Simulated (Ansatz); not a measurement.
# Calculated N-14 nuclear quadrupole resonance for Si3N4 at a changed volume

Cell: an entry of the Crystallography Open Database (COD), relaxed with PBE at fixed cell and then changed (volume scaled by 0.98, ions relaxed).

Space group I-43d (No. 220); a = 6.4312 Å.

| site | Wyckoff | site symmetry | x | y | z |
| --- | --- | --- | --- | --- | --- |
| Si | 12b | -4.. | 0.3750 | 0.5000 | 0.7500 |
| N | 16c | .3. | 0.2802 | 0.2802 | 0.2802 |

One atom of each set is listed; the run and its k-mesh use a cell of 14 atoms with edges of 5.57, 5.57, 5.57 Å.

Level of theory: DFT, PBE, plane waves and PAW, scalar-relativistic, 420 eV cutoff, Γ-centred 6×6×6 k-points, Fermi–Dirac smearing 0.02 eV (Ansatz 0.2.0).

N-14: I = 1, Q = 20.44 mb (year-2017 value). Static lattice, zero field.

Q: The simulated lines lie at 2.07 MHz. What are |C_Q|, η and |V_zz| at N?

A: For I = 1 the lines are ν± = (3/4)|C_Q|(1 ± η/3) and ν₀ = |C_Q|η/2. Here |C_Q| = 2.77 MHz, η = 0.00 and |V_zz| = 5.60 × 10²¹ V/m². The calculation gives V_zz negative; the lines don't show the sign. The site has 3 Si at 1.74 Å.

An axis of threefold or higher order runs through N, so V_zz lies along it and η is zero.

At this changed cell the PBE pressure is 7 GPa.

The relaxation (3 steps) took 9.5 s of wall time (33 s of CPU time) and 0.5 GiB at its peak, on 4 threads of Arm Neoverse V1 (aarch64; 8 cores open to the job, memory cap 8.0 GiB, no GPU), a shared host with a load of 0.5 a core.
